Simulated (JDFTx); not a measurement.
# TaN (Pm-3m) in JDFTx: convergence with cutoff

Aim: find how far cutoff must go before the results for TaN settle, at LDA. This setting moves, with any that are tied to it; all else stays.

Everything below comes from runs of JDFTx 1.7.0 (patched build). Logs are shortened: lines on timing, memory, paths and dates and some standing lists are left out, and cuts for length are marked. The log counts tension as positive stress, the text compression.

## 1. Starting point

The structure is cubic, space group Pm-3m (No. 221). Conventional cell: a = 2.732 Å, b = 2.732 Å, c = 2.732 Å, α = 90.00°, β = 90.00°, γ = 90.00°. Ta (site symmetry m-3m) has 8 N at 2.37 Å as nearest neighbours. N (site symmetry m-3m) has 8 Ta at 2.37 Å as nearest neighbours.

The cell comes from a database or a generator and needn't be the stable form of this composition.

## 2. With cutoff 462.594 eV

File TaN.in:

```
include TaN.lattice
coords-type Lattice
include TaN.ionpos

ion-species pseudo/Ta.upf
ion-species pseudo/N.upf
elec-cutoff 17 136
elec-ex-corr lda-PW
kpoint-folding 10 10 10
elec-smearing Fermi 0.0018374661
elec-n-bands 15
electronic-SCF nIterations 100 energyDiffThreshold 1e-09
electronic-minimize nIterations 30 energyDiffThreshold 1e-7
converge-empty-states yes
forces-output-coords Cartesian

dump-name run.$VAR
dump End Ecomponents EigStats BandEigs Kpoints Forces Stress
```

File TaN.lattice:

```
lattice \
    5.1633132223     0.0000000000     0.0000000000 \
    0.0000000000     5.1633132223     0.0000000000 \
    0.0000000000     0.0000000000     5.1633132223
```

File TaN.ionpos:

```
ion Ta     0.0000000000     0.0000000000     0.0000000000 1
ion N      0.5000000000     0.5000000000     0.5000000000 1
```

Potentials or basis: PseudoDojo-SR-LDA-0.4.1-standard with smoothed tails.

On the command line:

```
$ jdftx -c 1 -i TaN.in -o TaN.out
```

It took 8.7 s on 1 thread of Arm Neoverse V2, shared host; peak memory 0.05 GiB.

Results:

* Free energy: -1883.2070 eV
* Pressure: -81.2 GPa
* Band gap on the k mesh: none (metal or under the smearing width)
* Loewdin charges: Ta +0.71; N -0.65 e

## 3. With cutoff 571.439 eV

TaN.in, as its differences from that of step 2:

```diff
@@ -6,3 +6,3 @@
 ion-species pseudo/N.upf
-elec-cutoff 17 136
+elec-cutoff 21 168
 elec-ex-corr lda-PW
```

TaN.lattice is that of step 2.

TaN.ionpos is that of step 2.

Potentials or basis: PseudoDojo-SR-LDA-0.4.1-standard with smoothed tails.

On the command line:

```
$ jdftx -c 1 -i TaN.in -o TaN.out
```

Wall time 18 s (1 thread of Arm Neoverse V2, shared host); peak memory 0.06 GiB.

Results:

```yaml
Free_energy: -1885.2004 eV
Pressure: -46.7 GPa
Band_gap_on_the_k_mesh: none (metal or under the smearing width)
Loewdin_charges: Ta +0.73; N -0.67 e
```

## 4. With cutoff 680.285 eV

TaN.in, as its differences from that of step 3:

```diff
@@ -6,3 +6,3 @@
 ion-species pseudo/N.upf
-elec-cutoff 21 168
+elec-cutoff 25 200
 elec-ex-corr lda-PW
```

TaN.lattice is that of step 3.

TaN.ionpos is that of step 3.

On the command line:

```
$ jdftx -c 1 -i TaN.in -o TaN.out
```

It took 20 s on 1 thread of Arm Neoverse V2, shared host; peak memory 0.07 GiB.

Results:

```yaml
Free_energy: -1885.9704 eV
Pressure: -27.9 GPa
Band_gap_on_the_k_mesh: none (metal or under the smearing width)
Loewdin_charges: Ta +0.73; N -0.68 e
```

## 5. With cutoff 789.13 eV

TaN.in, as its differences from that of step 4:

```diff
@@ -6,3 +6,3 @@
 ion-species pseudo/N.upf
-elec-cutoff 25 200
+elec-cutoff 29 232
 elec-ex-corr lda-PW
```

TaN.lattice is that of step 4.

TaN.ionpos is that of step 4.

On the command line:

```
$ jdftx -c 1 -i TaN.in -o TaN.out
```

Wall time 30 s (1 thread of Arm Neoverse V2, shared host); peak memory 0.08 GiB.

What came out:

```yaml
Free_energy: -1886.2244 eV
Pressure: -19.4 GPa
Band_gap_on_the_k_mesh: none (metal or under the smearing width)
Loewdin_charges: Ta +0.74; N -0.68 e
```

## 6. With cutoff 925.187 eV

TaN.in, as its differences from that of step 5:

```diff
@@ -6,3 +6,3 @@
 ion-species pseudo/N.upf
-elec-cutoff 29 232
+elec-cutoff 34 272
 elec-ex-corr lda-PW
```

TaN.lattice is that of step 5.

TaN.ionpos is that of step 5.

Potentials or basis: PseudoDojo-SR-LDA-0.4.1-standard with smoothed tails.

On the command line:

```
$ jdftx -c 1 -i TaN.in -o TaN.out
```

It took 32 s on 1 thread of Arm Neoverse V2, shared host; peak memory 0.1 GiB.

Results:

```yaml
Free_energy: -1886.3080 eV
Pressure: -15.4 GPa
Band_gap_on_the_k_mesh: none (metal or under the smearing width)
Loewdin_charges: Ta +0.74; N -0.68 e
```

## 7. With cutoff 1034.03 eV

TaN.in, as its differences from that of step 6:

```diff
@@ -6,3 +6,3 @@
 ion-species pseudo/N.upf
-elec-cutoff 34 272
+elec-cutoff 38 304
 elec-ex-corr lda-PW
```

TaN.lattice is that of step 6.

TaN.ionpos is that of step 6.

On the command line:

```
$ jdftx -c 1 -i TaN.in -o TaN.out
```

Wall time 36 s (1 thread of Arm Neoverse V2, shared host); peak memory 0.11 GiB.

It converged, with:

* Free energy: -1886.3194 eV
* Pressure: -14.5 GPa
* Band gap on the k mesh: none (metal or under the smearing width)
* Loewdin charges: Ta +0.74; N -0.68 e

## 8. With cutoff 1142.88 eV

TaN.in, as its differences from that of step 7:

```diff
@@ -6,3 +6,3 @@
 ion-species pseudo/N.upf
-elec-cutoff 38 304
+elec-cutoff 42 336
 elec-ex-corr lda-PW
```

TaN.lattice is that of step 7.

TaN.ionpos is that of step 7.

On the command line:

```
$ jdftx -c 1 -i TaN.in -o TaN.out
```

Wall time 37 s (1 thread of Arm Neoverse V2, shared host); peak memory 0.12 GiB.

It converged, with:

| Quantity | Value |
| --- | --- |
| Free energy | -1886.3208 eV |
| Pressure | -14.3 GPa |
| Band gap on the k mesh | none (metal or under the smearing width) |
| Loewdin charges | Ta +0.74; N -0.68 e |

## 9. With cutoff 1306.15 eV

TaN.in, as its differences from that of step 8:

```diff
@@ -6,3 +6,3 @@
 ion-species pseudo/N.upf
-elec-cutoff 42 336
+elec-cutoff 48 384
 elec-ex-corr lda-PW
```

TaN.lattice is that of step 8.

TaN.ionpos is that of step 8.

Potentials or basis: PseudoDojo-SR-LDA-0.4.1-standard with smoothed tails.

On the command line:

```
$ jdftx -c 1 -i TaN.in -o TaN.out
```

Wall time 60 s (1 thread of Arm Neoverse V2, shared host); peak memory 0.14 GiB.

The run converged. Its results:

```yaml
Free_energy: -1886.3211 eV
Pressure: -14.3 GPa
Band_gap_on_the_k_mesh: none (metal or under the smearing width)
Loewdin_charges: Ta +0.74; N -0.68 e
```

## 10. With cutoff 1551.05 eV

TaN.in, as its differences from that of step 9:

```diff
@@ -6,3 +6,3 @@
 ion-species pseudo/N.upf
-elec-cutoff 48 384
+elec-cutoff 57 456
 elec-ex-corr lda-PW
```

TaN.lattice is that of step 9.

TaN.ionpos is that of step 9.

Potentials or basis: PseudoDojo-SR-LDA-0.4.1-standard with smoothed tails.

On the command line:

```
$ jdftx -c 1 -i TaN.in -o TaN.out
```

Log:

```text
*************** JDFTx 1.7.0 (patched build) ***************

Input parsed successfully to the following command list (including defaults):
[... the input with its defaults ...]

---------- Setting up symmetries ----------

Found 48 point-group symmetries of the bravais lattice
Found 48 space-group symmetries with basis
Applied RMS atom displacement 0 bohrs to make symmetries exact.

---------- Initializing the Grid ----------
R =
[      5.16331            0            0  ]
[            0      5.16331            0  ]
[            0            0      5.16331  ]
unit cell volume = 137.653
G =
[    1.21689          0          0  ]
[          0    1.21689          0  ]
[          0          0    1.21689  ]
Minimum fftbox size, Smin = [  52  52  52  ]
Chosen fftbox size, S = [  54  54  54  ]

---------- Initializing tighter grid for wavefunction operations ----------
R =
[      5.16331            0            0  ]
[            0      5.16331            0  ]
[            0            0      5.16331  ]
unit cell volume = 137.653
G =
[    1.21689          0          0  ]
[          0    1.21689          0  ]
[          0          0    1.21689  ]
Minimum fftbox size, Smin = [  36  36  36  ]
Chosen fftbox size, S = [  36  36  36  ]

---------- Exchange Correlation functional ----------
Initalized Slater LDA exchange.
Initalized Perdew-Wang LDA correlation.

---------- Setting up pseudopotentials ----------
Width of ionic core gaussian charges (only for fluid interactions / plotting) set to 0
[... 49 lines left out ...]
	FillingsUpdate:  mu: +0.820632936  nElectrons: 18.000000
LCAOMinimize: Iter:   7  F: -69.2641075155819834  |grad|_K:  3.060e-08  alpha:  9.118e-01  linmin:  2.185e-03  cgtest:  8.515e-03
LCAOMinimize: Converged (|Delta F|<1.000000e-06 for 2 iters).

-------- Electronic minimization -----------
Will mix electronic density at each iteration.
	FillingsUpdate:  mu: +0.820632936  nElectrons: 18.000000
	FillingsUpdate:  mu: +0.806036308  nElectrons: 18.000000
SCF: Cycle:  0   F: -69.315060056411568   dF: -5.095e-02   |Residual|: 9.789e-02   |deigs|: 7.187e-02
	FillingsUpdate:  mu: +0.800538683  nElectrons: 18.000000
SCF: Cycle:  1   F: -69.320030915585662   dF: -4.971e-03   |Residual|: 2.821e-02   |deigs|: 1.039e-02
	FillingsUpdate:  mu: +0.797568287  nElectrons: 18.000000
SCF: Cycle:  2   F: -69.320951383203550   dF: -9.205e-04   |Residual|: 1.537e-02   |deigs|: 6.698e-03
	FillingsUpdate:  mu: +0.795669202  nElectrons: 18.000000
SCF: Cycle:  3   F: -69.321041506404185   dF: -9.012e-05   |Residual|: 2.546e-03   |deigs|: 3.750e-03
	FillingsUpdate:  mu: +0.795802943  nElectrons: 18.000000
SCF: Cycle:  4   F: -69.321042471741848   dF: -9.653e-07   |Residual|: 6.824e-04   |deigs|: 5.072e-04
	FillingsUpdate:  mu: +0.795723573  nElectrons: 18.000000
SCF: Cycle:  5   F: -69.321042774501024   dF: -3.028e-07   |Residual|: 1.343e-04   |deigs|: 1.309e-04
	FillingsUpdate:  mu: +0.795724033  nElectrons: 18.000000
SCF: Cycle:  6   F: -69.321042786652285   dF: -1.215e-08   |Residual|: 5.711e-05   |deigs|: 2.382e-05
	FillingsUpdate:  mu: +0.795730122  nElectrons: 18.000000
SCF: Cycle:  7   F: -69.321042788677403   dF: -2.025e-09   |Residual|: 8.340e-06   |deigs|: 1.391e-05
	FillingsUpdate:  mu: +0.795731148  nElectrons: 18.000000
SCF: Cycle:  8   F: -69.321042788842149   dF: -1.647e-10   |Residual|: 3.109e-06   |deigs|: 6.248e-06
	FillingsUpdate:  mu: +0.795730912  nElectrons: 18.000000
SCF: Cycle:  9   F: -69.321042788869903   dF: -2.775e-11   |Residual|: 1.615e-06   |deigs|: 4.096e-06
SCF: Converged (|Delta E|<1.000000e-09 for 2 iters).

Setting wave functions to eigenvectors of Hamiltonian
Converging empty states (this may take a while): |deigs|: 3.828e-05

# Stress tensor in Cartesian coordinates [Eh/a0^3]:
[   0.00048555            0            0  ]
[            0   0.00048555            0  ]
[            0            0   0.00048555  ]

# Ionic positions in lattice coordinates:
ion Ta   0.000000000000000   0.000000000000000   0.000000000000000 1
ion N   0.500000000000000   0.500000000000000   0.500000000000000 1

# Forces in Cartesian coordinates:
force Ta  -0.000000000000000   0.000000000000000   0.000000000000000 1
force N  -0.000000000000000   0.000000000000000  -0.000000000000000 1

# Energy components:
   Eewald =      -63.3979926198680417
       EH =        6.7931528801925793
     Eloc =      -28.9442947951199052
      Enl =        3.4361712333874066
      Exc =      -17.7991234844363930
 Exc_core =        6.2555078313226558
       KE =       24.3355427264536139
-------------------------------------
     Etot =      -69.3210362280680812
       TS =        0.0000065608018247
-------------------------------------
        F =      -69.3210427888699030

IonicMinimize: Iter:   0  F: -69.321042788869903  |grad|_K:  1.643e-42
IonicMinimize: Converged (|grad|_K<1.000000e-04).

#--- Lowdin population analysis ---
# oxidation-state Ta +0.737
# oxidation-state N -0.678

Dumping 'run.eigStats' ...
	eMin: -1.746786 at state 0 ( [ +0.000000 +0.000000 +0.000000 ] spin 0 )
	HOMO: +0.787785 at state 11 ( [ +0.000000 +0.200000 +0.200000 ] spin 0 )
	mu  : +0.795731
	LUMO: +0.804962 at state 37 ( [ +0.200000 +0.200000 +0.300000 ] spin 0 )
	eMax: +1.449394 at state 0 ( [ +0.000000 +0.000000 +0.000000 ] spin 0 )
	HOMO-LUMO gap: +0.017176
	Optical gap  : +0.062395 at state 40 ( [ +0.200000 +0.300000 +0.300000 ] spin 0 )
Done!
[note: the HOMO, LUMO and gaps printed at the end count levels as full or empty at half filling, so they show a gap where a level is partly filled]
```

Wall time 66 s (1 thread of Arm Neoverse V2, shared host); peak memory 0.18 GiB.

What came out:

```yaml
Free_energy: -1886.3217 eV
Pressure: -14.3 GPa
Band_gap_on_the_k_mesh: none (metal or under the smearing width)
Loewdin_charges: Ta +0.74; N -0.68 e
```

## 11. Result

```
    cutoff  energy less the tightest run, at zero smearing (meV/atom)  pressure (GPa)  SCF cycles  CPU time (s)  peak memory (GiB)
462.594 eV                                                    1557.36          -81.25          10           8.7               0.05
571.439 eV                                                     560.65          -46.75          10            18               0.06
680.285 eV                                                     175.63          -27.85          10            20               0.07
 789.13 eV                                                      48.64          -19.41          10            30               0.08
925.187 eV                                                       6.82          -15.35          10            32                0.1
1034.03 eV                                                       1.15          -14.47          10            36               0.11
1142.88 eV                                                       0.45          -14.29          10            37               0.12
1306.15 eV                                                       0.26          -14.30          10            60               0.14
1551.05 eV                                                       0.00          -14.29          10            66               0.18
```

Against the tightest run, the energy stays within 1 meV/atom from 1142.88 eV on; the pressure stays within 0.1 GPa from 1142.88 eV on. The tightest run that finished is the yardstick and may itself not be fully converged.
